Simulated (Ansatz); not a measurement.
# GaAs (WC type): a single-point run

Aim: a sound single-point run of GaAs (WC type). The structure is shown as the input types it.

Program: Ansatz 0.2.0. Level of theory: DFT, PBE, all-electron LAPW, scalar-relativistic. These are calculated values, not measurements.

1 further run of the same task is left out (set aside as unsound or not needed).

## Step 1: The starting structure

Symmetry: P-6m2, No. 187, hexagonal system. Conventional cell: a = 3.840 Å, b = 3.840 Å, c = 3.240 Å, α = 90.00°, β = 90.00°, γ = 120.00°. Around Ga (site symmetry -6m2) lie 6 As at 2.75 Å. Around As (site symmetry -6m2) lie 6 Ga at 2.75 Å.

Structure file:

```xyz
2
Lattice="3.8404 0.0000 0.0000 -1.9202 3.3259 0.0000 0.0000 0.0000 3.2403" Properties=species:S:1:pos:R:3 pbc="T T T"
Ga    0.0000    0.0000    0.0000
As    0.0000    2.2173    1.6201
```

## Step 2: The calculation

input.yaml

```yaml
crystal:
  lattice:
    - [3.8404235174, 0.0, 0.0]
    - [-1.9202117587, 3.3259043274, 0.0]
    - [0.0, 0.0, 3.240276684]
  atoms:
    - { symbol: Ga, position: [0.0, 0.0, 0.0] }
    - { symbol: As, position: [0.3333333333, 0.6666666667, 0.5] }
kpoints:
  mp_grid: { grid: [13, 13, 11] }
scf:
  occupations: { method: fermi_dirac, width: 0.05 }
  max_iter: 100
hamiltonian:
  xc: pbe
  pseudopotentials:
    kind: all_electron
    lapw: { basis_error: 0.0005 }
    dirac_shells: { Ga: ["3p"], As: ["3p"] }
output:
  forces: true
  stress: true
  eigenvalues: true
magnetization:
  spin_polarized: true
  initial_magnetization: 1
```

Run with:

```console
> ansatz run input.yaml --threads 1 --pin off --max-ram 2048MiB --backend cpu --events-out ev --progress --plain --runs-dir out
```

Output, shortened:

```text
LAPW: plane waves up to 8.181 Å⁻¹, error target 5.0e-4 eV per atom; small_component_spin mean_spin; Ga in spheres of 1.389 Å, 21 of its electrons in bands, Dirac shells [2p, 3p]; As in spheres of 1.357 Å, 23 of its electrons in bands, Dirac shells [2p, 3p]
[...]
Pseudopotentials: kind: all_electron
Pseudopotential: Ga, LAPW, valence charge 21, Koelling and Harmon's equation with Dirac's for 2p 3p, gaussian nucleus
Pseudopotential: As, LAPW, valence charge 23, Koelling and Harmon's equation with Dirac's for 2p 3p, gaussian nucleus
Functional definition: PBE
[...]
Crystal: 2 atoms, lattice volume = 41.388 Å³
Basis set: ecut = 254.99555845439622 eV, 381 PW (Γ), exchange–correlation at level 2
Bands: 27, of which v1, the nominal top of the filled ones, is band 22 counted from 1 (21 counted from 0)
Symmetry: 12 space group operations
Space group: P-6m2 (ITA 187), of the structure as read, at distance tolerance 3.5e-5 Å
Magnetic group: BNS 187.209 (UNI 1439), of the structure as read, at distance tolerance 3.5e-5 Å
k-points: 126 of 1859 (time reversal used)
[...]
Starting moments: Σ|m| = 1 μB on 2 of 2 sites
[...]
SCF iter   1: F=—  HF=-114428.690186 eV  |F-HF|=—  |Δ(HF+E_count)|=         —  Δρ=9.32e-3 (↑9.32e-3 ↓6.33e-3)  dr2=1.33e-1  dr2_m=3.52e-3  M=1.000 μB ∫|m|=1.000 μB  β_m=1.00  ethr=3.02e-4  ⟨swp⟩=2.8  Hψ=44046  notcnv=0
[...]
spin=Collinear: Kerker preconditioning applied to the charge; magnetization (m = ρ↑ − ρ↓) channel mixes plain (no charge-response kernel on spin).
[...]
the basis was enlarged: its passes take 207.2 KiB over the memory plan, 2 of 2 planned eigensolver slots
[...]
spin-set hold released at iteration 9 (site moments contracting): the magnetisation degrees of freedom join the quasi-Newton model from the next iteration; the mixer history was flushed
[...]
SCF iter  18: F=-114429.126053 eV  HF=-114429.126053 eV  |F-HF|=7.28e-11  |Δ(HF+E_count)|=  1.46e-10  Δρ=1.02e-7 (↑1.02e-7 ↓1.00e-7)  dr2=3.31e-11  dr2_m=3.32e-13  M=-0.000 μB ∫|m|=0.000 μB  ethr=3.17e-12 (applied; sched 1.00e-12)  ⟨swp⟩=2.0  Hψ=19741  notcnv=0
[...]
WARN: the starting moments were not kept: the SCF closed with an absolute magnetisation of 6.7e-7 μB, where they sum to 1 μB in size (2 sites). That is at most 0.1 of that sum. Measured as dr2_m measures the in/out step, that magnetisation stands 2.6e-14 eV from none, at or under the [...]
SCF converged after 18 iterations
Magnetization: -0.0000 μB (22.0000 up, 22.0000 down)
Absolute magnetization: 0.0000 μB (∫|ρ↑−ρ↓|)
Spin contamination: 0.0000 ħ² per cell (⟨S²⟩ above its minimum at these occupations)
Per-site moments (μB) at R_I (Å): [(-6.44907434121933e-8, 1.3889411088313912), (6.9275198910645486e-9, 1.357171104256045)]
Free energy (F): -114429.126053 eV
[...]
E sigma→0 (E₀):  -114429.121965 eV
Entropy (-TS):   -0.008175 eV (-4.088 meV/atom)
Fermi energy:    10.920707 eV
[...]
--- Forces (eV/Å), atoms counted from 1 ---
  atom   1  Ga     0.00000000     0.00000000     0.00000000
  atom   2  As    -0.00000000    -0.00000000     0.00000000
[...]
--- Stress (GPa, compression-positive) ---
        0.009857      -0.000000       0.000000
       -0.000000       0.009857       0.000000
        0.000000       0.000000      -0.003508
  P = ⅓ Tr σ = 0.0054 GPa (0.054 kbar)
--- Band table (eV; the first three rows and the last of 252) ---
[...]
```

It took 74 s on 1 thread of AMD EPYC 9R45 (Zen 5), shared host; peak memory 0.73 GiB.

## Step 3: Can this be trusted?

This run ends as converged, with warnings (seeded moment not kept). Its log warns: «the starting moments were not kept: the SCF closed with an absolute magnetisation of 6.7e-7 μB, where they sum to 1 μB in size (2 sites) ...»

Look at the input: magnetization.spin_polarized is true; magnetization.initial_magnetization is 1. What could go wrong: unrealistic starting moment. The run ends with a total moment of 0.00 μB. It still converged here, which does not make the setting sound.

To check: delete magnetization.spin_polarized and magnetization.initial_magnetization (the default then holds).

## Step 4: Second run, to compare

Other changes include scf.max_iter.

input.yaml: that of step 2 with these lines changed.

```diff
@@ -12,3 +12,2 @@
   occupations: { method: fermi_dirac, width: 0.05 }
-  max_iter: 100
 hamiltonian:
@@ -23,4 +22 @@
   eigenvalues: true
-magnetization:
-  spin_polarized: true
-  initial_magnetization: 1
```

Run with:

```console
> ansatz run input.yaml --threads 1 --pin off --max-ram 2048MiB --backend cpu --events-out ev --progress --plain --runs-dir out
```

From the output:

```text
[...]
Basis set: ecut = 254.99555845439622 eV, 381 PW (Γ), exchange–correlation at level 2
[...]
k-points: 126 of 1859 (time reversal used)
[...]
SCF iter   1: F=—  HF=-114429.204883 eV  |F-HF|=—  |Δ(HF+E_count)|=         —  Δρ=1.75e-2  dr2=1.96e-1  ethr=4.45e-4  ⟨swp⟩=2.6  Hψ=21807  notcnv=0
preconditioner: auto → LDOS  [metal: Δε(μ)=0.046 eV  Ē_g=15.488 eV  σ=0.050 eV  W_gap=0.22  n_scr=20 (ndim 8)  ℏωp=24.5 eV  f_vac=0.047  D(μ)=0.86/eV (n_scr^D=8)  β→1.0]
[...]
SCF iter   2: F=—  HF=-114429.163957 eV  |F-HF|=—  |Δ(HF+E_count)|=   4.09e-2  Δρ=2.21e-3  dr2=1.74e-3  ethr=3.95e-6  ⟨swp⟩=2.0  Hψ=17445  notcnv=0
[...]
SCF iter   6: F=—  HF=-114429.126055 eV  |F-HF|=—  |Δ(HF+E_count)|=   2.69e-4  Δρ=4.29e-5  dr2=8.17e-7  ethr=4.54e-8  ⟨swp⟩=2.9  Hψ=10186  notcnv=0
SCF iter   7: F=-114429.126053 eV  HF=-114429.126053 eV  |F-HF|=5.89e-8  |Δ(HF+E_count)|=   2.67e-6  Δρ=8.09e-6  dr2=2.75e-8  ethr=1.86e-9  ⟨swp⟩=3.0  Hψ=10387  notcnv=0
[...]
SCF converged after 7 iterations
Free energy (F): -114429.126053 eV
[...]
E sigma→0 (E₀):  -114429.121965 eV
[...]
Fermi energy:    10.920645 eV
[...]
  P = ⅓ Tr σ = 0.0051 GPa (0.051 kbar)
[...]
```

Run time: 20 s. Hardware: 1 thread of AMD EPYC 9R45 (Zen 5), shared host; peak memory 0.52 GiB.

```
       run     ending  energy change  pressure (GPa)  gap (eV)  force (eV/Å)  cycles  time
 first try  converged   0.0 meV/atom             0.0      0.00          0.00      18  74 s
second try  converged              0             0.0      0.00          0.00       7  20 s
```

## Step 5: Results

```
          quantity                                         value
         first try                      converged, 18 SCF cycles
setting under test  spin_polarized true, initial_magnetization 1
        second try                       converged, 7 SCF cycles
      total energy                               -114429.1261 eV
          pressure                                      0.01 GPa
   gap on the mesh                     none (metal on this mesh)
     largest force                                    0.000 eV/Å
```

**Reading.** Both runs end at the same energy: the doubtful setting did not spoil the result here, but it cost 18 cycles against 7.
